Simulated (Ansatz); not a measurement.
BeS, h-MgO type (it has left that coordination) was relaxed with 5 functionals in Ansatz 0.2.0, cell and atoms free, the symmetry of the start kept (meshes: PBE 12×12×6, r2SCAN 12×12×4, PBEsol 12×12×4, LDA 12×12×4, HSE06 6×6×2). Values at 0 K without nuclear motion; spin polarisation is off, and the phase may be a hypothetical one.

The LDA result:
```cif
data_structure
_symmetry_space_group_name_H-M 'P6_3/mmc'
_symmetry_Int_Tables_number 194
_cell_length_a 3.4485
_cell_length_b 3.4485
_cell_length_c 6.0389
_cell_angle_alpha 90.000
_cell_angle_beta 90.000
_cell_angle_gamma 120.000
_cell_volume 62.19
loop_
_atom_site_label
_atom_site_type_symbol
_atom_site_symmetry_multiplicity
_atom_site_Wyckoff_symbol
_atom_site_fract_x
_atom_site_fract_y
_atom_site_fract_z
_atom_site_occupancy
Be1 Be 2 c 0.33333 0.66667 0.25000 1
S1 S 2 d 0.66667 0.33333 0.25000 1
```

The symmetry is P6_3/mmc (No. 194, hexagonal); a = 3.448 Å, c = 6.039 Å in the conventional setting, 15.55 Å³ an atom. Be is surrounded by 3 S at 1.99 Å; S is surrounded by 3 Be at 1.99 Å.

Task: Order the functionals by the relaxed volume, smallest first.
A. HSE06
B. PBE
C. r2SCAN
D. LDA
E. PBEsol

Result: D (15.55 Å³/atom), E (16.21 Å³/atom), C (18.15 Å³/atom), A (19.04 Å³/atom), B (19.97 Å³/atom).

Task: How does the cell change with PBE?

Result: a = 3.460 Å, c = 7.704 Å; the volume differs by +28.5 % from LDA's. Around Be lie 3 S at 2.00 Å; around S lie 3 Be at 2.00 Å.

Task: What lattice does r2SCAN give?

Result: a = 3.462 Å, c = 6.992 Å; the volume differs by +16.7 % from LDA's. Around Be lie 3 S at 2.00 Å; around S lie 3 Be at 2.00 Å.

Task: Held at the r2SCAN cell, what mean stress does LDA find, and does its sign point to its own minimum?

Result: Yes. LDA -2.86 GPa, and its relaxed volume is -14.3 % from r2SCAN's. Compression counts positive, so a positive stress asks for a larger cell.
